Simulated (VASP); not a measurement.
RuS2:

```
Ru S
1.0
     3.52118    0.00000    0.00000
    -1.76059    3.04943    0.00000
     0.00000    0.00000    5.68039
Ru S
1 2
Cartesian
  0.0000 0.0000 0.0000
  0.0000 2.0330 1.4315
  1.7606 1.0165 4.2489
```

The cell comes from a database or a generator and needn't be the stable form of this composition.

Base run:

- Program: VASP 6.6.1
- Functional: r2SCAN
- Potentials or basis: VASP PAW PBE potentials, release 64 (Ru_pv, S)
- Cutoff: 520 eV
- k mesh: 6 × 6 × 4
- Occupations: gaussian, width 0.05 eV
- Spin: collinear spin, ferromagnetic start
- Starting moments: [1.0, 0.0, 0.0] μB
- Fixed moment: 2 μB

Its results: pressure -11.9 GPa; largest force 1.361 eV/Å.

Question: The run is repeated on the same cell with these changes: spin from collinear spin, ferromagnetic start to no spin polarisation; fixed moment from 2 μB to none. What comes out?

Answer: Pressure -14.7 GPa; largest force 1.755 eV/Å.

Caveats: the PAW data sets were made with another functional, which shifts forces and pressure a little; the total moment is fixed, so each spin has its own Fermi level (some runs).
